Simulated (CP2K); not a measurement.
BaZrO3 under changes of volume

One of the cells (14.726 Å³/atom); the others are scaled copies at fixed shape and fractional positions:

```
Ba Zr O
1.0
     4.19134    0.00000    0.00000
     0.00000    4.19134    0.00000
     0.00000    0.00000    4.19134
Ba Zr O
1 1 3
Direct
  0.00000 0.00000 0.00000
  0.50000 0.50000 0.50000
  0.50000 0.50000 0.00000
  0.50000 0.00000 0.50000
  0.00000 0.50000 0.50000
```

```yaml
Program: CP2K 2026.2
Functional: LDA
Potentials_or_basis: GTH_POTENTIALS Ba GTH-PADE-q10, Zr GTH-PADE-q12, O GTH-PADE-q6; TZVP-MOLOPT-PBE-GTH basis
Density_cutoff: 8163 eV
k_mesh: 6 × 6 × 6
Occupations: fermi-dirac, width 0.05 eV
Spin: no spin polarisation
```

```csv
volume (Å³/atom),energy over the lowest point (meV/atom),pressure (GPa),gap on the mesh (eV)
13.843,7.95,6.2,3.16
14.137,0.44,2.1,3.12
14.432,0.00,-1.5,3.08
14.726,5.89,-4.8,3.04
15.021,17.44,-7.7,3.00
15.315,34.04,-10.3,2.95
15.610,?,?,?
```

Problem. What does the run at 15.610 Å³/atom give?

Solution. Energy over the lowest point 55.16 meV/atom; pressure -12.6 GPa; gap on the mesh 2.91 eV.

Worked out: A Birch-Murnaghan fit of order 3 (a polynomial in V^(-2/3)) to the other rows has its minimum at 14.30 Å³/atom with B0 = V·E''(V) = 175 GPa and B' = 4.4. It gives 55.22 meV/atom at 15.610 Å³/atom, against the run's 55.16, and -dE/dV = -12.7 GPa, against -12.6. A straight line through the other rows of the gap, of slope -2.05 eV per unit of ln V, extrapolates to 2.92 eV, against the run's 2.91.

Energies are extrapolated to zero smearing.

Caveats: spin-orbit coupling is left out, which moves the levels of the heavy elements; the basis of atomic orbitals isn't converged, which shifts pressures, moduli and gaps.

A mesh can miss the band edges.
